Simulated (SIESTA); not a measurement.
Runs of SIESTA 5.4.2 on CuO (Tenorite). Symmetry: C2/c, No. 15, monoclinic system. The conventional cell has a = 4.684 Å, b = 3.423 Å, c = 5.129 Å, α = 90.00°, β = 99.54°, γ = 90.00°. Cu (site symmetry -1) is surrounded by 4 O at 1.95 to 1.96 Å. O (site symmetry 2) has 4 Cu at 1.95 to 1.96 Å as nearest neighbours. 

| task | level | potentials or basis | cell | force tolerance | energy shift | gap on the mesh (eV) | pressure (GPa) | largest force (eV/Å) |
| --- | --- | --- | --- | --- | --- | --- | --- | --- |
| relaxation of cell and atoms | PBEGcGxHEG | PseudoDojo 0.4 standard (PBE files), DZP (energy shift 0.002 Ry) | relaxed | 0.04 eV/Å | 0.002 Ry | none | 0.0 | 0.01 |
| band structure | vdW-DF2 | PseudoDojo 0.4 standard (PBE files), DZP (energy shift 0.002 Ry) | as given | - | 0.002 Ry | none | 19.6 | 0.07 |
| band structure | PBE | PseudoDojo 0.4 standard (PBE files), SZ (energy shift 0.002 Ry) | as given | - | 0.002 Ry | none | (b) | (c) |
| band structure | PBE | PseudoDojo 0.4 standard (PBE files), DZ (energy shift 0.01 Ry) | as given | - | 0.01 Ry | none | (a) | 0.21 |
| band structure | PBE | SG15 1.2 NC or PseudoDojo by element (PBE files), DZP (energy shift 0.002 Ry) | as given | - | 0.002 Ry | none | 8.8 | 0.02 |

Alike in all rows: no spin polarisation; k mesh 10 × 10 × 5; smearing fermi-dirac 0.05 eV; grid cutoff 800 Ry.

**Question.** Fill in the values left out.

**Answer.** (a) -7.0; (b) 16.9; (c) 0.03.

Caveats: the basis of atomic orbitals isn't converged, which shifts pressures, moduli and gaps; the run has no spin polarisation, though such a crystal can be magnetic; semilocal functionals often make such compounds metallic where correlation or magnetic order opens a gap, which also shifts bond lengths; semicore shells carry a single zeta, which can move pressures by several GPa and volumes by a few percent (some runs); the potentials were made for another functional, which shifts forces and pressure (some runs); so large a pressure means that the cell lies far from this level's equilibrium, or that cutoff or potentials fall short (some runs); the basis has no polarisation orbitals (some runs).

A gap of «none» marks a metal or a gap under the smearing width.
